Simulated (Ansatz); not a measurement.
Below is the output of a Python script on Ansatz 0.2.0 through its Python package that makes a check of PAW against all-electron LAPW of AlP, space group F-43m. Write a script that gives it. Use (first run): PBE, PAW, the default cutoff (420 eV here), 8×8×8 k-points, fixed occupations.

```yaml
crystal:
  lattice:
    - [0.00000, 2.72550, 2.72550]
    - [2.72550, 0.00000, 2.72550]
    - [2.72550, 2.72550, 0.00000]
  atoms:
    - { symbol: Al, position: [0.00000, 0.00000, 0.00000] }
    - { symbol: P, position: [0.25000, 0.25000, 0.25000] }
```

Running `python alp_paw_lapw.py` prints:
```text
DeckWarning: basis.ecutwfc = 420 eV, auto-derived from the records' recommended cutoffs: set by Al (normal level)
PAW levels at the first k-point near E_F: [-0.   -0.    0.    3.35  4.57  4.57  4.57]
LAPW levels at the first k-point near E_F: [-0.    -0.     0.     3.344  4.567  4.567  4.567]
     treatment  electrons in bands           P GPa  gap by band count eV
           PAW                 8.0           2.742                 1.572
          LAPW                24.0           2.687                 1.571
```
(Warnings from the package without file and line.)

One script that gives this output:

The script, `alp_paw_lapw.py`:
```python
import ansatz as az
import numpy as np


def count_gap(report):
    # lowest empty less highest filled band, counting bands; zero where they overlap
    return max(report.get("gap_by_band_count_ev") or 0.0, 0.0)


def main() -> None:
    cell = (
        az.Lattice.fcc(5.451)
        .space_group(216)
        .atom("Al", [0.0, 0.0, 0.0])
        .atom("P", [0.25, 0.25, 0.75])
        .primitive()
    )

    calculation = (
        cell.calculation()
        .functional("PBE")
        .kpoints(mesh=(8, 8, 8))
        .occupations("fixed")
        .stress()
        .forces()
        .band_table()
    )
    variants = {
        "PAW": calculation.pseudopotentials("paw"),
        "LAPW": calculation.pseudopotentials("all_electron", lapw=True),
    }
    rows = []
    for label, variant in variants.items():
        data = variant.run(threads=1, pin="off").report
        levels = np.array(data["eigenvalues_ev"][0]) - data["fermi_energy_ev"]
        print(label, "levels at the first k-point near E_F:", np.round(levels[np.abs(levels) < 5], 3))
        rows.append((label, data["n_electrons"], np.trace(data["stress_gpa"]) / 3, count_gap(data)))
    print("     treatment  electrons in bands           P GPa  gap by band count eV")
    for row in rows:
        print(f"{str(row[0]):>14s}  {row[1]:18.1f}  {row[2]:14.3f}  {row[3]:20.3f}")


if __name__ == "__main__":
    main()
```

PAW gives 2.742 GPa and LAPW 2.687 GPa, 0.06 GPa apart. They took 1.0 and 5.9 s of processor time.

Reading the output:
- Semilocal gaps usually lie well under measured ones.
- The computed bands are complete only to about 4.6 eV above the Fermi level.
- With fixed filling the reported Fermi level is the top filled level among the k-points of the SCF.
- Of the deposited cell: the entry's cell lengths or inner coordinates differ somewhat from later room-temperature determinations.
- The starting cell is as deposited in a crystallographic database; the results hold for this polymorph, which needn't be the stable one.
- Levels are Kohn-Sham eigenvalues on this mesh.
- Pressure is positive in compression; the treatments may keep other shells as core, so totals and counts of electrons can differ.
- It ran for 7.5 s on 1 thread of Arm Neoverse V2 (shared host), peak memory 0.4 GiB.
